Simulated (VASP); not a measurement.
# NaF (Fm-3m) in VASP: a series of runs, part 2 of 2

VASP 6.6.1. Earlier steps stand in the parts before.

### Step 5. Relaxation of cell and atoms, PBE+D3(BJ)

Input file INCAR:

```
SYSTEM = NaF
PREC = Accurate ; ENCUT = 600
EDIFF = 1E-7 ; ISMEAR = 0
SIGMA = 0.02 ; LREAL = .FALSE.
LASPH = .TRUE. ; NELM = 80
ALGO = Fast ; ISIF = 3
LWAVE = .FALSE. ; LCHARG = .FALSE.
GGA = PE ; IVDW = 12
IBRION = 2 ; NSW = 90
EDIFFG = -0.005
```

Input file KPOINTS:

```
regular mesh
0
G
  8 8 8
  0 0 0
```

Input file POSCAR:

```
NaF
1.0
    0.0000000000      2.3200000000      2.3200000000
    2.3200000000      0.0000000000      2.3200000000
    2.3200000000      2.3200000000      0.0000000000
Na F
1 1
Direct
    0.0000000000      0.0000000000      0.0000000000
    0.5000000000      0.5000000000      0.5000000000
```

Potentials or basis: VASP PAW PBE potentials, release 64 (Na_pv, F).

Run with:

```
$ cat potpaw_PBE.64/Na_pv/POTCAR potpaw_PBE.64/F/POTCAR > POTCAR
$ mpirun -np 1 vasp_std > vasp.out
```

OUTCAR:

```text
SYSTEM = NaF
   PREC = Accurate
   ENCUT = 600
   EDIFF = 1E-7
   ISMEAR = 0
   LREAL = .FALSE.
   LASPH = .TRUE.
   NELM = 80
   ISIF = 3
   GGA = PE
   IVDW = 12
   IBRION = 2
   NSW = 90
   EDIFFG = -0.005
 IVDW          = 12

 ion  position               nearest neighbor table
   1  0.000  0.000  0.000-   2 2.32   2 2.32   2 2.32   2 2.32   2 2.32   2 2.32
   2  0.500  0.500  0.500-   1 2.32   1 2.32   1 2.32   1 2.32   1 2.32   1 2.32

  LATTYP: Found a face centered cubic cell.
 ALAT       =     4.6400000000

  Lattice vectors:

 A1 = (   0.0000000000,   2.3200000000,   2.3200000000)
 A2 = (   2.3200000000,   0.0000000000,   2.3200000000)
 A3 = (   2.3200000000,   2.3200000000,   0.0000000000)

Analysis of symmetry for initial positions (statically):
=====================================================================
 Subroutine PRICEL returns:
 Original cell was already a primitive cell.

 Routine SETGRP: Setting up the symmetry group for a
 face centered cubic supercell.

 Subroutine GETGRP returns: Found 48 space group operations
 (whereof 48 operations were pure point group operations)
 out of a pool of 48 trial point group operations.

The static configuration has the point symmetry O_h .

Analysis of symmetry for dynamics (positions and initial velocities):
=====================================================================
 Subroutine PRICEL returns:
 Original cell was already a primitive cell.
[... 157 lines left out ...]
  ---------------------------------------------------
  free energy    TOTEN  =        -8.56468627 eV

  energy without entropy =       -8.56468627  energy(sigma->0) =       -8.56468627

------------------------ aborting loop because EDIFF is reached ----------------------------------------

 Edisp (eV)   -0.34583

 E8    (eV) :    -0.1492
[... 71 lines left out ...]
--------------------------------------- Ionic step        3  -------------------------------------------

 number of electron      14.0000005 magnetization

 Free energy of the ion-electron system (eV)
  ---------------------------------------------------
  ext. energy  EPLUGINS =         0.00000000
  ---------------------------------------------------
  free energy    TOTEN  =        -8.56023998 eV

  energy without entropy =       -8.56023998  energy(sigma->0) =       -8.56023998

 E-fermi :  -1.8780     XC(G=0):  -9.2018

 val. band max:       -2.0431448671   @ k =   0.0000   0.0000   0.0000
 cond. band min:       4.3128218158   @ k =   0.0000   0.0000   0.0000
 fundamental gap:      6.3559666829
 Fermi energy:        -1.8780406833

 k-point     1 :       0.0000    0.0000    0.0000
  band No.  band energies     occupation
      1     -21.2332      2.00000
      2     -20.9582      2.00000
      3     -20.9582      2.00000
      4     -20.9582      2.00000
      5      -2.0431      2.00000
      6      -2.0431      2.00000
      7      -2.0431      2.00000
      8       4.3128      0.00000
      9      17.0067      0.00000
     10      17.0067      0.00000
     11      17.0068      0.00000
[... 309 lines left out ...]
 k-point    24 :      -0.3750    0.2500    0.1250
  band No.  band energies     occupation
      1     -21.6894      2.00000
      2     -21.0143      2.00000
      3     -20.9901      2.00000
      4     -20.3336      2.00000
      5      -3.3671      2.00000
      6      -2.6275      2.00000
      7      -2.3851      2.00000
      8       9.8133      0.00000
      9      10.7551      0.00000
     10      15.1859      0.00000
     11      17.0461      0.00000

 [... further k-points ...]

------------------------ aborting loop because EDIFF is reached ----------------------------------------

 Edisp (eV)   -0.35080

 E8    (eV) :    -0.1514
[... 25 lines left out ...]
  FREE ENERGIE OF THE ION-ELECTRON SYSTEM (eV)
  ---------------------------------------------------
  free  energy   TOTEN  =        -8.9110387169 eV

  energy  without entropy=       -8.9110387169  energy(sigma->0) =       -8.91103872

 reached required accuracy - stopping structural energy minimisation
```

OSZICAR:

```text
N       E                     dE             d eps       ncg     rms          rms(c)
DAV:   1     0.115182574236E+03    0.11518E+03   -0.88135E+03   647   0.169E+03
DAV:   2    -0.287886551391E+01   -0.11806E+03   -0.10976E+03   699   0.379E+02
DAV:   3    -0.939244633643E+01   -0.65136E+01   -0.64918E+01   728   0.918E+01
[... 31 lines left out ...]
RMM:   5    -0.856023943346E+01    0.12179E-04   -0.55678E-05   695   0.105E-01    0.510E-03
RMM:   6    -0.856024093844E+01   -0.15050E-05   -0.21695E-05   691   0.587E-02    0.917E-03
RMM:   7    -0.856023993333E+01    0.10051E-05   -0.26115E-06   695   0.267E-02    0.526E-03
RMM:   8    -0.856023993698E+01   -0.36541E-08   -0.42515E-06   644   0.248E-02    0.302E-03
RMM:   9    -0.856023997656E+01   -0.39575E-07   -0.29043E-07   588   0.938E-03
   3 F= -.89110387E+01 E0= -.89110387E+01  d E =-.525901E-03
```

CONTCAR:

```text
NaF
   1.00000000000000
     0.0000000000000000    2.3093274974920943    2.3093274974920943
     2.3093274974920943    0.0000000000000000    2.3093274974920943
     2.3093274974920943    2.3093274974920943   -0.0000000000000000
  Na              F
     1     1
Direct
     0.0000000000000000    0.0000000000000000    0.0000000000000000
     0.5000000000000000    0.5000000000000000    0.5000000000000000

  0.00000000E+00  0.00000000E+00  0.00000000E+00
  0.00000000E+00  0.00000000E+00  0.00000000E+00
```

It took 30 s on 1 thread of AMD EPYC 7R13 (Zen 3), shared host; peak memory 0.13 GiB.

What came out:

```
Free energy                            : -8.9110 eV
Relaxed volume                         : 12.32 Å³/atom
Relaxed cell                           : a = 3.266 Å, b = 3.266 Å, c = 3.266 Å, α = 60.00°, β = 60.00°, γ = 60.00°
Space group after relaxing (to 0.05 Å) : Fm-3m (No. 225)
Energy gained by relaxing              : 0.3 meV/atom
Ionic steps                            : 3
Pressure after relaxing                : 0.0 GPa
Band gap on the k mesh                 : 6.36 eV, direct
Dispersion energy per atom             : -0.175 eV
```

The path:
| step | energy change (eV) | largest force (eV/Å) | pressure (GPa) | volume (Å³) |
| --- | --- | --- | --- | --- |
| 1 | 0.0000 | 0.0000 | -0.60 | 24.97 |
| 2 | -0.0004 | 0.0000 | -0.31 | 24.81 |
| 3 | -0.0005 | 0.0000 | 0.04 | 24.63 |

Final structure:
```
Na F
1.0
     0.00000    2.30933    2.30933
     2.30933    0.00000    2.30933
     2.30933    2.30933    0.00000
Na F
1 1
Direct
  0.00000 0.00000 0.00000
  0.50000 0.50000 0.50000
```

### Step 6. Summary

| level | potentials or basis | gap on the mesh (eV) | pressure (GPa) | relaxed volume (Å³/atom) |
| --- | --- | --- | --- | --- |
| PBEsol | VASP PAW PBE potentials, release 64 (Na_pv, F) | 6.19 | 0.0 | 12.36 |
| LDA | VASP PAW LDA potentials, release 64 (Na_pv, F) | 6.47 | 0.0 | 11.36 |
| PBE | VASP PAW PBE potentials, release 64 (Na_pv, F) | 6.09 | 0.0 | 12.94 |
| PBE+D3(BJ) | VASP PAW PBE potentials, release 64 (Na_pv, F) | 6.36 | 0.0 | 12.32 |

Alike in all rows: task relaxation of cell and atoms; no spin polarisation; cell relaxed; k mesh 8 × 8 × 8; cutoff (eV) 600; smearing gaussian 0.02 eV.

Caveats: the PAW data sets were made with another functional, which shifts forces and pressure a little (some runs).

Absolute energies hang on the potentials; compare differences alone.
